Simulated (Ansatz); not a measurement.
## How far is PAW off for SnO?

```
Sn O
1.0
     3.80200    0.05703    0.05703
     0.05703    3.80200    0.05703
     0.07254    0.07254    4.83600
Sn O
2 2
Direct
  0.00000 0.50000 0.23850
  0.50000 0.00000 0.76150
  0.00000 0.00000 0.00000
  0.50000 0.50000 0.00000
```

Atom numbers follow the list: Sn1, Sn2, O3, O4.

The cell is COD entry 9008956, as deposited and not checked against the literature; nothing was relaxed. The listed cell was then made from it by scaling, straining or moving an atom.

No spin–orbit coupling, which matters for the heavy atoms here.

Methods: DFT, PBE, PAW with Ansatz's default frozen-core files, scalar-relativistic (Ansatz 0.2.0); DFT, PBE, all-electron PAW with datasets made for the crystal, scalar-relativistic (Ansatz 0.2.0); DFT, PBE, all-electron LAPW, scalar-relativistic (Ansatz 0.2.0).

For PAW: a Γ-centred 8×8×6 k mesh, Fermi–Dirac smearing of 0.01 eV, cutoff 420 eV, no spin polarisation. The crystal-made all-electron datasets (AE datasets) take a cutoff of 360 eV at this cell. LAPW targets a basis error of 1 meV/atom. The Ansatz runs share mesh, smearing and spin set-up. Plane-wave (PAW) pressures include the program's estimate of the Pulay term.

Stress and pressure are positive in compression.

The change that made this cell: equal xy, yz and zx engineering shear strains of +3 %.

```tsv
quantity	PAW	AE datasets	LAPW
pressure (GPa)	4.46	4.43	4.43
stress xx (GPa)	4.90	4.86	4.86
stress zz (GPa)	3.60	3.58	3.58
stress yz (GPa)	-1.60	-1.60	-1.60
stress xz (GPa)	-1.60	-1.60	-1.60
stress xy (GPa)	-2.44	-2.44	-2.44
force on Sn1, z (eV/Å)	0.381	0.378	0.377
force on O3, x (eV/Å)	-0.121	-0.121	-0.121
```

PAW's pressure differs from the LAPW value by +0.03 GPa.
